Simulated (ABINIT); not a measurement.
Set up this calculation in ABINIT 10.8.3 (patched build), as the native input.

```yaml
Task: single point
Functional: AM05
Potentials_or_basis: JTH PAW PBE v2.0
Cutoff: 762 eV
k_mesh: 9 × 9 × 9
Occupations: fermi-dirac, width 0.05 eV
Spin: no spin polarisation
Fine-grid_cutoff: 1360.57 eV
```

HfO2:

```
Hf O
1.0
     0.00000    2.55750    2.55750
     2.55750    0.00000    2.55750
     2.55750    2.55750    0.00000
Hf O
1 2
Direct
  0.00000 0.00000 0.00000
  0.75000 0.75000 0.75000
  0.25000 0.25000 0.25000
```

Measurements of this composition are mostly on another form, of space group No. 14.

The input as run:

run.abi

```
pp_dirpath "./"
pseudos "Hf.GGA_PBE-JTH.xml, O.GGA_PBE-JTH.xml"

acell 6.8348581746 6.8348581746 6.8348581746
rprim
     0.0000000000     0.7071067812     0.7071067812
     0.7071067812     0.0000000000     0.7071067812
     0.7071067812     0.7071067812     0.0000000000
ntypat 2
znucl 72 8
natom 3
typat 1 2 2
xred
     0.0000000000     0.0000000000     0.0000000000
     0.7500000000     0.7500000000     0.7500000000
     0.2500000000     0.2500000000     0.2500000000

ecut 28.0
pawecutdg 50.0
pawxcdev 0

kptopt 1
ngkpt 9 9 9
nshiftk 1
shiftk 0.0 0.0 0.0

ixc -120135

nband 16
occopt 3
tsmear 0.00183747

nstep 100
tolvrs 1.0e-9

iomode 3
prtwf 0
prtden 0
prteig 0
prtebands 0
enunit 1
```

Potentials or basis: JTH PAW PBE v2.0.

Launch:

```sh
$ abinit run.abi > log 2>&1
```

Results of the run:

* Pressure: -13.3 GPa
* Band gap on the k mesh: 3.76 eV, indirect (least direct gap 3.88 eV)
* Valence electrons inside the program's atomic spheres: Hf 9.38; O 4.59

Caveat: the PAW data sets were made with another functional, which shifts forces and pressure a little; spin-orbit coupling is left out, which moves the levels of the heavy elements; an odd mesh through Γ misses points on the zone boundary, where band edges often lie.

It took 35 s on 1 thread of Intel(R) Xeon(R) 6975P-C (Granite Rapids), on a shared host, peak memory 0.14 GiB.
